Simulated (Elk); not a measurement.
Two Elk runs on RbCl. Theory: DFT, TB-mBJ exchange potential with LDA correlation, all-electron APW+lo, Dirac cores, scalar-relativistic bands in Elk 11.2.3 with local patches.

Command: `OMP_NUM_THREADS=1 elk` The run took about 250 s on 1 thread of a shared machine.

```
tasks
  0
  110
  115
  195

xctype
  100 208 12

rgkmax
  7.5

gmaxvr
  14

lmaxapw
  12

lmaxo
  8

lmaxi
  4

nrmtscf
  1.5

nempty
  4

epspot
  1e-06

epsengy
  0.0001

maxscl
  100

swidth
  0.0005

stype
  3

lradstp
  4

mixtype
  1

hmaxvr
  4

nxlo
  2

tforce
  .true.

lorbcnd
  .true.

sppath
  './'

avec
  0.00000000000 6.29395950551 6.29395950551
  6.29395950551 0.00000000000 6.29395950551
  6.29395950551 6.29395950551 0.00000000000

atoms
  2
  'Rb.in'
  1
  0.000000000000 0.000000000000 0.000000000000   0.000 0.000 0.000
  'Cl.in'
  1
  0.500000000000 0.500000000000 0.500000000000   0.000 0.000 0.000

ngridk
  6 6 6
```

Muffin-tin radii in the species files: Rb 2.60, Cl 2.20 bohr.

This run settled in energy, though the test on the potential was never met; total energy -3313.5689 Ha, charge error 0.0002 e; sphere charges Rb1 35.49, Cl2 15.89 e; 100 SCF iterations.

A second input differs as follows:

```diff
@@ -12,5 +12,5 @@
 
 gmaxvr
-  14
+  3
 
 lmaxapw
```

**Question.** Does the change harm the result?

**Answer.** Hardly, for what is listed: the total energy stays within 4 meV/atom. The run settled in energy, though the test on the potential was never met; total energy -3313.5686 Ha, charge error 0.0002 e; sphere charges Rb1 35.49, Cl2 15.89 e; 100 SCF iterations.
